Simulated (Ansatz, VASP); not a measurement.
## SnTe: VASP beside Ansatz

```
Sn Te
1.0
     0.00000    3.13160    3.13160
     3.13160    0.00000    3.13160
     3.13160    3.13160    0.00000
Sn Te
1 1
Cartesian
  0.0000 0.0000 0.0000
  3.1316 3.1316 3.1316
```

Change from the starting cell: hydrostatic strain -1.8%.

Alike in both runs: task single point; functional PBE; k mesh 8 × 8 × 8; occupations fermi-dirac, width 0.02 eV; no spin polarisation.

|  | VASP | Ansatz |
| --- | --- | --- |
| version | VASP 6.6.1 | Ansatz 0.2.0 |
| potentials or method | VASP PAW PBE potentials, release 64 (Sn_d, Te) | plane waves, PAW |
| plane-wave cutoff (eV) | 520 | 420 |
| valence electrons in the cell | 20 | 30 |

VASP gave:

- pressure (GPa): 3.2

Problem. Estimate Ansatz's values.

Solution. Pressure (GPa): 3.3.

The two sets of potentials don't hold the same shells in valence.
